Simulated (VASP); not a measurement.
# C in VASP: further runs

One slab, C, is run at these levels: LDA; tasks: single point.

Program: VASP 6.6.1. These are calculated values, not measurements. Logs are shortened: lines on timing, memory, paths and dates and some standing lists are left out, and cuts for length are marked.

## Step 1: Starting point

The cell holds a slab with vacuum, 8 atoms: a = 2.460 Å, b = 2.460 Å, c = 24.955 Å, α = 90.00°, β = 90.00°, γ = 120.00°.

The slab is cut from a database's or a generator's crystal, which needn't be the stable form of the element.

## Step 2: Single point, LDA

Contents of INCAR:

```
  PREC = Accurate
  ENCUT = 460
  EDIFF = 1E-7
  ISMEAR = 1
  SIGMA = 0.1
  LREAL = False
  LASPH = True
  NELM = 120
  ALGO = Normal
  ISIF = 2
  LWAVE = False
  LCHARG = False
  LDIPOL = True
  IDIPOL = 3
  DIPOL = 0.5 0.5 0.500
  GGA = CA
  NBANDS = 32
  LVHAR = True
  LVACPOTAV = True
```

Contents of KPOINTS:

```
Automatic mesh
0
Gamma
  15 15 1
```

Contents of POSCAR:

```
C
1.0
    2.4599989204      0.0000000000      0.0000000000
   -1.2299994602      2.1304215583      0.0000000000
    0.0000000000      0.0000000000     24.9550000000
C
8
Direct
    0.6666666667      0.3333333333      0.1202163895
    0.3333333334      0.6666666667      0.1206631937
    0.6666666667      0.3333333333      0.4325325586
    0.3333333334      0.6666666667      0.4329793629
    0.3333333334      0.6666666667      0.5670206371
    0.0000000000      0.0000000000      0.5674674414
    0.3333333334      0.6666666667      0.8793368063
    0.0000000000      0.0000000000      0.8797836105
```

Potentials or basis: VASP PAW LDA potentials, release 64 (C).

Command:

```console
$ cat potpaw_LDA.64/C/POTCAR > POTCAR
$ mpirun -np 1 vasp_std > vasp.out
```

OUTCAR:

```text
PREC = Accurate
   ENCUT = 460
   EDIFF = 1E-7
   ISMEAR = 1
   LREAL = False
   LASPH = True
   NELM = 120
   ISIF = 2
   GGA = CA

 Found     27 irreducible k-points:

 Following reciprocal coordinates:
            Coordinates               Weight
  0.000000  0.000000  0.000000      1.000000
  0.066667 -0.000000  0.000000      6.000000
  0.133333  0.000000  0.000000      6.000000
  0.200000 -0.000000  0.000000      6.000000
  0.266667  0.000000  0.000000      6.000000
  0.333333  0.000000  0.000000      6.000000
   k-points           NKPTS =     27   k-points in BZ     NKDIM =     27   number of bands    NBANDS=     32
   number of dos      NEDOS =    301   number of ions     NIONS =      8
   total plane-waves  NPLWV =  58320
   dimension x,y,z NGX =    18 NGY =   18 NGZ =  180
   dimension x,y,z NGXF=    36 NGYF=   36 NGZF=  360
   ions per type =               8
   NGX,Y,Z   is equivalent  to a cutoff of  12.16, 12.16, 11.99 a.u.
   NGXF,Y,Z  is equivalent  to a cutoff of  24.33, 24.33, 23.98 a.u.
 SYSTEM =  unknown system
   PREC   = accura    normal or accurate (medium, high low for compatibility)
   ISTART =      0    job   : 0-new  1-cont  2-samecut
   ICHARG =      2    charge: 1-file 2-atom 10-const
   ISPIN  =      1    spin polarized calculation?
   LNONCOLLINEAR =      F non collinear calculations
   LSORBIT =      F    spin-orbit coupling
   LASPH  =      T    aspherical Exc in radial PAW
   ENCUT  =  460.0 eV  33.81 Ry    5.81 a.u.   4.30  4.30 43.64*2*pi/ulx,y,z
   NELM   =    120;   NELMIN=  2; NELMDL= -5     # of ELM steps
   EDIFF  = 0.1E-06   stopping-criterion for ELM
   LREAL  =      F    real-space projection
   EDIFFG = 0.1E-05   stopping-criterion for IOM
   NSW    =      0    number of steps for IOM
   IBRION =     -1    ionic relax: 0-MD 1-quasi-New 2-CG
   NFREE  =      0    steps in history (QN), initial steepest desc. (CG)
   ISIF   =      2    stress and relaxation
   ISYM   =      2    0-nonsym 1-usesym 2-fastsym
   POTIM  = 0.5000    time-step for ionic-motion
   TEBEG  =    0.0;   TEEND  =   0.0 temperature during run
   PSTRESS=    0.0 pullay stress
   NELECT =      32.0000    total number of electrons
   NUPDOWN=      -1.0000    fix difference up-down
   EMIN   =  10.00;   EMAX   =-10.00  energy-range for DOS
   EFERMI =   0.00;   METHOD = LEGACY
   ISMEAR =     1;   SIGMA  =   0.10  broadening in eV -4-tet -1-fermi 0-gaus
   EFERMI_NEDOS =   21; number of points for ismear=-14 and -15
   IALGO  =     38    algorithm
   IMIX   =      4    mixing-type and parameters
     AMIX     =   0.40;   BMIX     =  1.00
     AMIX_MAG =   1.60;   BMIX_MAG =  1.00
  volume/ion in A,a.u.               =      16.35       110.32
  Fermi-wavevector in a.u.,A,eV,Ry     =   1.023934  1.934955 14.264915  1.048442
  Thomas-Fermi vector in A             =   2.157695
   LORBIT       =      0    0 simple, 1 ext, 2 COOP (PROOUT), +10 PAW based schemes
   GGA     = CA    functional components
   LHFCALC =     F    Hartree Fock is set to
   AEXX    =    0.0000 exact exchange contribution
   IVDW    =     0    specifies the selected vdW correction
   LEPSILON=     F    determine dielectric tensor
   LRPA    =     F    only Hartree local field effects (RPA)
 non-spin polarized calculation
 Methfessel and Paxton  Order N= 1 SIGMA  =   0.10
  energy-cutoff  :      460.00
  volume of cell :      130.79
 maximum number of plane-waves:      2993
 NGX is ok and might be reduce to    18
   NGX =  9   NGY =  9   NGZ = 87

 dipolmoment           0.000000      0.000000     -0.000000 electrons x Angstroem

 number of electron      31.9999989 magnetization

 dipolmoment           0.000000      0.000000      0.000000 electrons x Angstroem

 Free energy of the ion-electron system (eV)
  ---------------------------------------------------
  ext. energy  EPLUGINS =         0.00000000
  ---------------------------------------------------
  free energy    TOTEN  =       -80.73832132 eV

  energy without entropy =      -80.73681807  energy(sigma->0) =      -80.73782023

 E-fermi :   0.3965     XC(G=0):  -6.6098

 val. band max:        0.3953916293   @ k =   0.3333   0.3333   0.0000
 cond. band min:       0.3970678338   @ k =   0.3333   0.3333   0.0000
 fundamental gap:      0.0016762045
 Fermi energy:         0.3965103993

 k-point     1 :       0.0000    0.0000    0.0000
  band No.  band energies     occupation
      1     -19.0206      2.00000
      2     -18.9603      2.00000
      3     -18.9599      2.00000
      4     -18.8605      2.00000
      5      -7.7803      2.00000
      6      -7.2987      2.00000
[... 20 lines left out ...]
     27       8.7035      0.00000
     28       8.7147      0.00000

 k-point     2 :       0.0667   -0.0000    0.0000
  band No.  band energies     occupation
      1     -18.9151      2.00000
      2     -18.8554      2.00000
      3     -18.8551      2.00000
      4     -18.7562      2.00000
      5      -7.6520      2.00000
      6      -7.1722      2.00000
[... 20 lines left out ...]
     27       8.8001      0.00000
     28       9.1546      0.00000

 k-point     3 :       0.1333    0.0000    0.0000
  band No.  band energies     occupation
      1     -18.5996      2.00000
      2     -18.5416      2.00000
      3     -18.5414      2.00000
      4     -18.4439      2.00000
      5      -7.2689      2.00000
      6      -6.7948      2.00000
[... 20 lines left out ...]
     27       8.8632      0.00000
     28      10.2721      0.00000

 k-point     4 :       0.2000   -0.0000    0.0000
  band No.  band energies     occupation
      1     -18.0763      2.00000
      2     -18.0211      2.00000
      3     -18.0209      2.00000
      4     -17.9258      2.00000
      5      -6.6373      2.00000
      6      -6.1736      2.00000
[... 20 lines left out ...]
     27       8.7591      0.00000
     28       8.9310      0.00000

 k-point     5 :       0.2667    0.0000    0.0000
  band No.  band energies     occupation
      1     -17.3494      2.00000
      2     -17.2980      2.00000
      3     -17.2977      2.00000
      4     -17.2060      2.00000
      5      -7.3979      2.00000
      6      -7.3932      2.00000
[... 20 lines left out ...]
     27       8.4506      0.00000
     28       8.4649      0.00000

 k-point     6 :       0.3333    0.0000    0.0000
  band No.  band energies     occupation
      1     -16.4258      2.00000
      2     -16.3792      2.00000
      3     -16.3790      2.00000
      4     -16.2915      2.00000
      5      -9.1553      2.00000
      6      -9.1429      2.00000
[... 20 lines left out ...]
     27       8.3032      0.00000
     28       8.6104      0.00000

 [... further k-points ...]

 [bands above 28 left out]

------------------------ aborting loop because EDIFF is reached ----------------------------------------

  FORCE on cell =-STRESS in cart. coord.  units (eV):
  Direction    XX          YY          ZZ          XY          YZ          ZX
  --------------------------------------------------------------------------------------
  -------------------------------------------------------------------------------------
  Total       -2.9184769     -2.9184769     -0.2136250      0.0000000     -0.0000000      0.0000000
  in kB      -35.7526968    -35.7526968     -2.6170056      0.0000000     -0.0000000      0.0000000
  external PRESSURE =     -24.7074664 kB  Pullay stress =       0.0000000 kB

 VOLUME and BASIS-vectors are now :
 -----------------------------------------------------------------------------
  energy-cutoff  :      460.00
  volume of cell :      130.79
      direct lattice vectors                 reciprocal lattice vectors
     2.459998920  0.000000000  0.000000000     0.406504243  0.234695334  0.000000000
    -1.229999460  2.130421558  0.000000000     0.000000000  0.469390669  0.000000000
     0.000000000  0.000000000 24.955000000     0.000000000  0.000000000  0.040072130

 POSITION                                       TOTAL-FORCE (eV/Angst)
 -----------------------------------------------------------------------------------
      1.23000      0.71014      3.00000         0.000000      0.000000      0.197437
      0.00000      1.42028      3.01115         0.000000     -0.000000     -0.198242
      1.23000      0.71014     10.79385        -0.000000      0.000000      0.189569
      0.00000      1.42028     10.80500        -0.000000      0.000000     -0.177317
      0.00000      1.42028     14.15000         0.000000      0.000000      0.177317
      0.00000      0.00000     14.16115         0.000000      0.000000     -0.189569
      0.00000      1.42028     21.94385        -0.000000      0.000000      0.198242
      0.00000      0.00000     21.95500        -0.000000     -0.000000     -0.197437
 -----------------------------------------------------------------------------------
    total drift:                               -0.000000     -0.000000     -0.000000

  FREE ENERGIE OF THE ION-ELECTRON SYSTEM (eV)
  ---------------------------------------------------
  free  energy   TOTEN  =       -80.7383213195 eV

  energy  without entropy=      -80.7368180658  energy(sigma->0) =      -80.73782023
```

Wall time 83 s (1 thread of AMD EPYC 9R45 (Zen 5), shared host); peak memory 0.18 GiB.

These settings aren't checked as converged: the numbers below hold their error.

What came out:

* Free energy: -80.7383 eV
* Largest force: 0.198 eV/Å
* Band gap on the k mesh: 0.00 eV, direct

Caveat: the cutoff is under 1.25 times the usual one of these potentials, so pressure, stress and relaxed cells hold a basis-set (Pulay) error.

## Step 3: Single point, LDA

This run uses another cell than the first one, of 22.24 Å³/atom, 1.361 times its volume.

INCAR is that of step 2.

Contents of KPOINTS:

```
Automatic mesh
0
Gamma
  10 10 1
```

Contents of POSCAR:

```
C
1.0
    2.4599989204      0.0000000000      0.0000000000
   -1.2299994602      2.1304215583      0.0000000000
    0.0000000000      0.0000000000     33.9550000000
C
8
Direct
    0.6666666667      0.3333333333      0.2208805772
    0.3333333334      0.6666666667      0.2212089530
    0.6666666667      0.3333333333      0.4504152555
    0.3333333334      0.6666666667      0.4507436313
    0.3333333334      0.6666666667      0.5492563687
    0.0000000000      0.0000000000      0.5495847445
    0.3333333334      0.6666666667      0.7787910470
    0.0000000000      0.0000000000      0.7791194228
```

Potentials or basis: VASP PAW LDA potentials, release 64 (C).

Command:

```console
$ cat potpaw_LDA.64/C/POTCAR > POTCAR
$ mpirun -np 1 vasp_std > vasp.out
```

It took 56 s on 1 thread of AMD EPYC 9R45 (Zen 5), shared host; peak memory 0.18 GiB.

These settings aren't checked as converged: the numbers below hold their error.

What came out:

- Free energy: -80.7639 eV
- Largest force: 0.198 eV/Å
- Band gap on the k mesh: 1.61 eV, direct
- Ionisation potential of the upper face: 5.32 eV

Caveat: the cutoff is under 1.25 times the usual one of these potentials, so pressure, stress and relaxed cells hold a basis-set (Pulay) error.

## Step 4: Single point, LDA

This run uses another cell than the first one, of 20.28 Å³/atom, 1.240 times its volume.

INCAR, as its differences from that of step 3:

```diff
@@ -4,3 +4,3 @@
   ISMEAR = 1
-  SIGMA = 0.1
+  SIGMA = 0.02
   LREAL = False
```

Contents of KPOINTS:

```
Automatic mesh
0
Gamma
  12 12 1
```

Contents of POSCAR:

```
C
1.0
    2.4599989204      0.0000000000      0.0000000000
   -1.2299994602      2.1304215583      0.0000000000
    0.0000000000      0.0000000000     30.9550000000
C
8
Direct
    0.6666666667      0.3333333333      0.1938297529
    0.3333333334      0.6666666667      0.1941899532
    0.6666666667      0.3333333333      0.4456097561
    0.3333333334      0.6666666667      0.4459699564
    0.3333333334      0.6666666667      0.5540300436
    0.0000000000      0.0000000000      0.5543902439
    0.3333333334      0.6666666667      0.8058100468
    0.0000000000      0.0000000000      0.8061702471
```

Command:

```console
$ cat potpaw_LDA.64/C/POTCAR > POTCAR
$ mpirun -np 1 vasp_std > vasp.out
```

It took 97 s on 1 thread of AMD EPYC 9R45 (Zen 5), shared host; peak memory 0.19 GiB.

These settings aren't checked as converged: the numbers below hold their error.

What came out:

```
Free energy                     : -80.7260 eV
Largest force                   : 0.198 eV/Å
Band gap on the k mesh          : none (metal or under the smearing width)
Work function of the upper face : 4.53 eV
Work function of the lower face : 4.53 eV
```

Caveat: the cutoff is under 1.25 times the usual one of these potentials, so pressure, stress and relaxed cells hold a basis-set (Pulay) error.

## Step 5: Single point, LDA

This run uses another cell than the first one, of 24.21 Å³/atom, 1.481 times its volume.

INCAR, as its differences from that of step 4:

```diff
@@ -4,3 +4,3 @@
   ISMEAR = 1
-  SIGMA = 0.02
+  SIGMA = 0.1
   LREAL = False
```

Contents of KPOINTS:

```
Automatic mesh
0
Gamma
  10 10 1
```

Contents of POSCAR:

```
C
1.0
    2.4599989204      0.0000000000      0.0000000000
   -1.2299994602      2.1304215583      0.0000000000
    0.0000000000      0.0000000000     36.9550000000
C
8
Direct
    0.6666666667      0.3333333333      0.2435394399
    0.3333333334      0.6666666667      0.2438411582
    0.6666666667      0.3333333333      0.4544405358
    0.3333333334      0.6666666667      0.4547422541
    0.3333333334      0.6666666667      0.5452577459
    0.0000000000      0.0000000000      0.5455594642
    0.3333333334      0.6666666667      0.7561588418
    0.0000000000      0.0000000000      0.7564605601
```

Potentials or basis: VASP PAW LDA potentials, release 64 (C).

Command:

```console
$ cat potpaw_LDA.64/C/POTCAR > POTCAR
$ mpirun -np 1 vasp_std > vasp.out
```

OUTCAR:

```text
PREC = Accurate
   ENCUT = 460
   EDIFF = 1E-7
   ISMEAR = 1
   LREAL = False
   LASPH = True
   NELM = 120
   ISIF = 2
   GGA = CA

 Found     14 irreducible k-points:

 Following reciprocal coordinates:
            Coordinates               Weight
  0.000000  0.000000  0.000000      1.000000
  0.100000  0.000000  0.000000      6.000000
  0.200000  0.000000  0.000000      6.000000
  0.300000  0.000000  0.000000      6.000000
  0.400000 -0.000000  0.000000      6.000000
  0.500000 -0.000000  0.000000      3.000000
   k-points           NKPTS =     14   k-points in BZ     NKDIM =     14   number of bands    NBANDS=     32
   number of dos      NEDOS =    301   number of ions     NIONS =      8
   total plane-waves  NPLWV =  87480
   dimension x,y,z NGX =    18 NGY =   18 NGZ =  270
   dimension x,y,z NGXF=    36 NGYF=   36 NGZF=  540
   ions per type =               8
   NGX,Y,Z   is equivalent  to a cutoff of  12.16, 12.16, 12.15 a.u.
   NGXF,Y,Z  is equivalent  to a cutoff of  24.33, 24.33, 24.29 a.u.
 SYSTEM =  unknown system
   PREC   = accura    normal or accurate (medium, high low for compatibility)
   ISTART =      0    job   : 0-new  1-cont  2-samecut
   ICHARG =      2    charge: 1-file 2-atom 10-const
   ISPIN  =      1    spin polarized calculation?
[... 249 lines left out ...]
     27       9.9991      0.00000
     28      10.0239      0.00000

 [... further k-points ...]

 [bands above 28 left out]

------------------------ aborting loop because EDIFF is reached ----------------------------------------

  FORCE on cell =-STRESS in cart. coord.  units (eV):
  Direction    XX          YY          ZZ          XY          YZ          ZX
  --------------------------------------------------------------------------------------
  -------------------------------------------------------------------------------------
  Total       -2.9667747     -2.9667747     -0.1771904      0.0000000      0.0000000      0.0000000
  in kB      -24.5426512    -24.5426512     -1.4658081      0.0000000      0.0000000      0.0000000
  external PRESSURE =     -16.8503702 kB  Pullay stress =       0.0000000 kB

 VOLUME and BASIS-vectors are now :
 -----------------------------------------------------------------------------
  energy-cutoff  :      460.00
  volume of cell :      193.68
      direct lattice vectors                 reciprocal lattice vectors
     2.459998920  0.000000000  0.000000000     0.406504243  0.234695334  0.000000000
    -1.229999460  2.130421558  0.000000000     0.000000000  0.469390669  0.000000000
     0.000000000  0.000000000 36.955000000     0.000000000  0.000000000  0.027059938

 POSITION                                       TOTAL-FORCE (eV/Angst)
 -----------------------------------------------------------------------------------
      1.23000      0.71014      9.00000         0.000000     -0.000000      0.198133
      0.00000      1.42028      9.01115        -0.000000      0.000000     -0.198119
      1.23000      0.71014     16.79385         0.000000      0.000000      0.190548
      0.00000      1.42028     16.80500        -0.000000     -0.000000     -0.188115
      0.00000      1.42028     20.15000         0.000000      0.000000      0.188115
      0.00000      0.00000     20.16115         0.000000      0.000000     -0.190548
      0.00000      1.42028     27.94385        -0.000000     -0.000000      0.198119
      0.00000      0.00000     27.95500        -0.000000      0.000000     -0.198133
 -----------------------------------------------------------------------------------
    total drift:                               -0.000000     -0.000000      0.000000

  FREE ENERGIE OF THE ION-ELECTRON SYSTEM (eV)
  ---------------------------------------------------
  free  energy   TOTEN  =       -80.7641310909 eV

  energy  without entropy=      -80.7644801819  energy(sigma->0) =      -80.76424745

 vacuum level on the upper side and lower side of the slab         3.339         3.339
```

OSZICAR:

```text
N       E                     dE             d eps       ncg     rms          rms(c)
DAV:   1     0.173920466025E+03    0.17392E+03   -0.12156E+04   920   0.728E+02
DAV:   2    -0.669124511079E+02   -0.24083E+03   -0.22168E+03  1288   0.201E+02
DAV:   3    -0.861346879899E+02   -0.19222E+02   -0.19015E+02  1184   0.562E+01
[... 16 lines left out ...]
DAV:  20    -0.807641290663E+02   -0.50436E-05   -0.31993E-08   816   0.641E-04    0.827E-04
DAV:  21    -0.807641305805E+02   -0.15142E-05   -0.15716E-08   880   0.475E-04    0.150E-04
DAV:  22    -0.807641309816E+02   -0.40109E-06   -0.39725E-09   808   0.234E-04    0.467E-05
DAV:  23    -0.807641310856E+02   -0.10404E-06   -0.18303E-09   800   0.141E-04    0.349E-05
DAV:  24    -0.807641310909E+02   -0.53478E-08   -0.40645E-10   808   0.706E-05
   1 F= -.80764131E+02 E0= -.80764247E+02  d E =0.349091E-03
```

Wall time 70 s (1 thread of AMD EPYC 9R45 (Zen 5), shared host); peak memory 0.2 GiB.

These settings aren't checked as converged: the numbers below hold their error.

Results:

| Item | Value |
| --- | --- |
| Free energy | -80.7641 eV |
| Largest force | 0.198 eV/Å |
| Band gap on the k mesh | 1.61 eV, direct |
| Ionisation potential of the upper face | 5.32 eV |

Caveat: the cutoff is under 1.25 times the usual one of these potentials, so pressure, stress and relaxed cells hold a basis-set (Pulay) error.
